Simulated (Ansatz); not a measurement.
# Lattice dynamics of AlAs (F-43m), part 2 of 3

Aim: the vibrations of AlAs (F-43m), their spectra, and whether the structure is stable.

Ansatz 0.2.0; DFT LDA, scalar-relativistic, plane waves, PAW; PAW set soft_1.

So far. Step 3 (Relaxing to small forces for the phonons, k-mesh 8×8×8): The forces vanish by symmetry and the pressure is 0.002 GPa, within the tolerances set. The cell now holds 22.29 Å³/atom. The relaxed cell has a = 5.629 Å (conventional setting).

## Step 5: Tight relaxation, k-mesh 12×12×12

The k mesh is raised to 12×12×12 since a zone-centre run on the first mesh warned that it was too coarse for the force constants, and the cell is relaxed again on it.

Contents of input.yaml:

```yaml
crystal:
  lattice:
    - [0.0, 2.8144366931, 2.8144366931]
    - [2.8144366931, 0.0, 2.8144366931]
    - [2.8144366931, 2.8144366931, 0.0]
  atoms:
    - { symbol: Al, position: [0.0, 0.0, 0.0] }
    - { symbol: As, position: [0.25, 0.25, 0.25] }
kpoints:
  mp_grid: { grid: [12, 12, 12] }
hamiltonian:
  xc: lda
  pseudopotentials: { kind: paw, azcp: { folder: soft_1 }, xc_functional: pbe }
scf:
  occupations: { method: fixed }
output:
  forces: true
  stress: true
  eigenvalues: true
relax:
  adjacent_minimum: "off"
  f_tol: 0.001
  max_steps: 60
  cell: { stress_tol: 0.01 }
```

Launch:

```
ansatz run input.yaml --threads 4 --pin off --max-ram 10240MiB --backend cpu --events-out ev --progress --plain --runs-dir out
```

Numbers of over 12 decimals in the logs are rounded to 6 here.

Log:

```text
[...]
Crystal: 2 atoms, lattice volume = 44.587 Å³
Basis set: ecut = 420 eV, 893 PW (Γ)
Bands: 13, of which v1, the nominal top of the filled ones, is band 9 counted from 1 (8 counted from 0)
Symmetry: 24 space group operations
[...]
k-points: 72 of 1728 (time reversal used)
[...]
k-point 71: bands = [... 5 lower, -3.9289, 0.9115, 2.7916, 3.1605, 10.3060, 11.7052, 11.7311, 12.0528]
--- Relaxed structure (1 steps of the walk, 1 accepted, 1 SCFs on fresh bases) ---
[...]
cell:  # Å, volume = 44.5866 Å³
    - [0.0, 2.8144366931, 2.8144366931]
    - [2.8144366931, 0.0, 2.8144366931]
    - [2.8144366931, 2.8144366931, 0.0]
  atoms:
    - { symbol: Al, position: [0.0, 0.0, 0.0] }
    - { symbol: As, position: [0.250000, 0.250000, 0.250000] }
[key lines of the parts left out:]
SCF converged after 5 iterations
Free energy (F): -5287.495888 eV
Fermi energy:    6.043989 eV
P = ⅓ Tr σ = 0.0041 GPa (0.041 kbar)
```

The job ended after 2.2 s (4 threads of Arm Neoverse V2, shared host; peak memory 0.38 GiB).

Little changed from the start: no atom moved by 0.005 Å and no cell edge by 0.1 %.

This step gave:

* pressure: 0.004055 GPa
* gap on the k-mesh: 1.325 eV

The forces vanish by symmetry and the pressure is 0.004 GPa, within the tolerances set. The cell now holds 22.29 Å³/atom.

## Step 6: Modes at Γ

The zone centre comes first: it holds the modes that light can see, as far as symmetry allows. The response to a homogeneous field gives the Born charges and the dielectric tensor, and its change with displacement the Raman tensors.

Edit input.yaml of step 5 so:

```diff
@@ -16,9 +16,7 @@
 output:
-  forces: true
-  stress: true
   eigenvalues: true
-relax:
-  adjacent_minimum: "off"
-  f_tol: 0.001
-  max_steps: 60
-  cell: { stress_tol: 0.01 }
+phonons:
+  method: dfpt
+  dielectric: true
+  rigid_motions: translations
+  raman: true
```

Log:

```text
[...]
Crystal: 2 atoms, lattice volume = 44.587 Å³
Basis set: ecut = 420 eV, 893 PW (Γ), exchange–correlation on 54×54×54 points (8 copies of the dense FFT grid, shifted against one another)
Bands: 13, of which v1, the nominal top of the filled ones, is band 9 counted from 1 (8 counted from 0)
Symmetry: 24 space group operations
k-points: 280 of 1728 (irreducible under 4 space group operations, time reversal used)
[...]
SCF iter   1: F=—  HF=-5287.760356 eV  |F-HF|=—  |Δ(HF+E_count)|=         —  Δρ=3.80e-2  dr2=7.68e-1  ethr=3.10e-3  ⟨swp⟩=4.6  Hψ=18741  notcnv=0  defer=493
[...]
SCF iter   8: F=-5287.495888 eV  HF=-5287.495888 eV  |F-HF|=0.00e0  |Δ(HF+E_count)|=  4.00e-11  Δρ=1.12e-7  dr2=4.18e-12  ethr=1.00e-12  ⟨swp⟩=7.3  Hψ=21169  notcnv=0
SCF 1 converged in 8 iterations: F = -5287.495888 eV  dr2 = 4.18e-12
[...]
NSCF: frozen V_eff on 1 k-points
[...]
Bands: 10, of which v1, the nominal top of the filled ones, is band 9 counted from 1 (8 counted from 0)
k-points: 182
[...]
Eigensolver: Dense (182 Hₖ)
SCF iter   1: F=—  HF=-5287.494775 eV  |F-HF|=—  |Δ(HF+E_count)|=         —  Δρ=7.03e-5  dr2=7.84e-7  ethr=1.00e-1
[...]
SCF iter   5: F=-5287.494775 eV  HF=-5287.494775 eV  |F-HF|=7.28e-12  |Δ(HF+E_count)|=  8.46e-11  Δρ=2.46e-7  dr2=1.22e-11  ethr=2.03e-12
SCF 1 converged in 5 iterations: F = -5287.494775 eV  dr2 = 1.22e-11
[...]
SCF converged after 8 iterations
Free energy (F): -5287.495888 eV
[...]
Internal energy: -5287.495888 eV  (E = F + TS)
E sigma→0 (E₀):  -5287.495888 eV
Fermi energy:    6.043988 eV
[...]
--- Band table (eV; the first three rows and the last of 280) ---
  k-point 0: bands = [... 5 lower, -5.9591, 6.0440, 6.0440, 6.0440, 8.0283, 10.3417, 10.3417, 10.3417]
  k-point 1: bands = [... 5 lower, -5.8896, 5.2413, 5.9668, 5.9668, 8.5724, 10.4488, 10.4804, 10.4804]
  k-point 2: bands = [... 5 lower, -5.6872, 3.9069, 5.7786, 5.7786, 8.8268, 10.7800, 10.7800, 11.2211]
  k-point 279: bands = [... 5 lower, -3.9289, 0.9115, 2.7916, 3.1605, 10.3060, 11.7052, 11.7311, 12.0527]
[...]
ASR residual: 5.141e-5 → 0.000e0 eV/Å²; symmetrization residual: 1.998e-6 eV/Å²
  ASR residual per site (eV/Å²): 1.30e-5 5.14e-5
  Γ frequencies (cm⁻¹): 0.00 0.00 0.00 358.35 358.35 358.35
  ε∞ (high-frequency dielectric tensor):
        9.437993     0.000000    -0.000000
        0.000000     9.437993     0.000000
       -0.000000     0.000000     9.437993
  ε⁰ (static dielectric tensor: ions relaxed, cell fixed):
       11.437038     0.000000    -0.000000
        0.000000    11.437038    -0.000000
       -0.000000    -0.000000    11.437038
  ε⁰ − ε∞ (ionic part):
        1.999045    -0.000000     0.000000
       -0.000000     1.999045    -0.000000
        0.000000    -0.000000     1.999045
[...]
Born effective charges Z* (e; rows j = field, columns β = displacement):
    site 0:
         2.14812   -0.00000    0.00000
        -0.00000    2.14812    0.00000
         0.00000    0.00000    2.14812
    site 1:
        -2.14812    0.00000   -0.00000
         0.00000   -2.14812   -0.00000
        -0.00000   -0.00000   -2.14812
  Z* charge neutrality: 8.314e-5 e pre-enforcement
[...]
optical modes at Γ without the LO–TO term, one row a degenerate level:
      ω (cm⁻¹)  modes    IR ((D/Å)²/amu)  static Raman (Å⁴/amu)  depolarisation
        358.35      3            16.0996               209.5751           0.750
  optical modes at Γ + LO–TO along q̂ = [1.0000, 0.0000, 0.0000]:
      ω (cm⁻¹)  modes    IR ((D/Å)²/amu)  static Raman (Å⁴/amu)  depolarisation
        358.35      2            10.7331               139.7167           0.750
        394.48      1             5.3665               174.7994           0.750
  optical modes at Γ + LO–TO along q̂ = [0.0000, 1.0000, 0.0000]:
      ω (cm⁻¹)  modes    IR ((D/Å)²/amu)  static Raman (Å⁴/amu)  depolarisation
        358.35      2            10.7331               139.7167           0.750
        394.48      1             5.3665               174.7994           0.750
  optical modes at Γ + LO–TO along q̂ = [0.0000, 0.0000, 1.0000]:
      ω (cm⁻¹)  modes    IR ((D/Å)²/amu)  static Raman (Å⁴/amu)  depolarisation
        358.35      2            10.7331               139.7167           0.750
        394.48      1             5.3665               174.7994           0.750
```

The job ended after 1.7 min (4 threads; peak memory 1.3 GiB; 6.7 min of CPU time).

Reading the cycles: dr2 is the Hartree energy of the density residual (eV), the measure of convergence; HF is the Harris–Foulkes estimate of the energy, which meets the free energy F at convergence.

Numbers from this step:

```yaml
sum_rule_residual_before_enforcement: 5.14e-5 eV/Å²
miss_of_the_charge_sum_rule: 8.31e-5 e
estimated_error_of_the_dielectric_tensor: 0.02664
estimated_error_of_the_born_charges: 0.01558 e
```

Without the LO-TO term. Patterns of degenerate modes are one choice out of their space. The modes at Γ (shares of kinetic energy by element, %):

| mode | frequency (cm⁻¹) | symmetry | Al % | As % |
| --- | --- | --- | --- | --- |
| 1 | 0.0 | acoustic | 26 | 74 |
| 2 | 0.0 | acoustic | 26 | 74 |
| 3 | 0.0 | acoustic | 26 | 74 |
| 4 | 358.4 | T2 | 74 | 26 |
| 5 | 358.4 | T2 | 74 | 26 |
| 6 | 358.4 | T2 | 74 | 26 |

Displacements in mode 6 (358.4 cm⁻¹), the largest set to 1:
```
Al1  0.00  0.00  1.00
As2  0.00  0.00 -0.36
```

Optical modes at the zone centre, without and with the macroscopic field of the longitudinal modes; each column is sorted by frequency, so a row need not hold one and the same mode. Modes with and without the field, by row:

| rank among optical modes | no field (cm⁻¹) | q along (1, 0, 0) (cm⁻¹) |
| --- | --- | --- |
| 1 | 358.4 | 358.4 |
| 2 | 358.4 | 358.4 |
| 3 | 358.4 | 394.5 |

Born charge (rows field, columns displacement) (e), principal values of the symmetric part by kind of site:

| atom | atoms with these values | low | middle | high | mean |
| --- | --- | --- | --- | --- | --- |
| Al1 | 1 | 2.15 | 2.15 | 2.15 | 2.15 |
| As2 | 1 | -2.15 | -2.15 | -2.15 | -2.15 |

In full for Al1:

```
2.15 0.00 0.00
0.00 2.15 0.00
0.00 0.00 2.15
```

High-frequency dielectric tensor:

```
9.44 0.00 0.00
0.00 9.44 0.00
0.00 0.00 9.44
```

Static dielectric tensor (ions relaxed, fixed cell):

```
11.44  0.00  0.00
 0.00 11.44  0.00
 0.00  0.00 11.44
```

Transverse modes. Lines of the infrared spectrum (strongest = 100):

| position (cm⁻¹) | label | relative intensity |
| --- | --- | --- |
| 358 | T2 | 100 |

Activity x (w_L - w)^4 (n + 1)/w, 532 nm, 300 K; the tensors are static ones, while 532 nm light lies above the computed direct gap, where resonance would change the heights; modes without the macroscopic field alone. Lines of the Raman spectrum (strongest = 100):

| position (cm⁻¹) | label | relative intensity |
| --- | --- | --- |
| 358 | T2 | 100 |

Static second-order susceptibility (pm/V), twice the coefficient d of second-harmonic generation. Second order susceptibility, by row:

| field along | xx | yy | zz | yz | xz | xy |
| --- | --- | --- | --- | --- | --- | --- |
| x | 0 | 0 | 0 | 72.11 | 0 | 0 |
| y | 0 | 0 | 0 | 0 | 72.11 | 0 |
| z | 0 | 0 | 0 | 0 | 0 | 72.11 |

Before it was imposed, the acoustic sum rule was missed by 5.1e-5 eV/Å² and the charge sum rule by 8.3e-5 e. Small misses are needed for a sound result but don't prove that mesh and cutoff are converged. Against the first mesh the highest mode moved by -0.0 cm⁻¹. The lowest optical mode is real, 358 cm⁻¹.

The log warns of the k mesh: “the force constants stand on the 12×12×12 k-mesh, whose period is 13.70 times the interband length at k = (0.0000, 0.0000, 0.0000), direct gap 1.984 eV, under 14: take them and everything formed from them as unconverged”.

(Part 2 of 3 ends here.)

[Logs are printed without paths, hosts, clocks, repeated set-up lines and the standing remarks that a program may print on its own settings, such as how far it seeks lower states.]

[Hosts, paths, dates, database ids (printed as entryN), source tags and the programs' standing remarks are cut or masked in the printed files.]
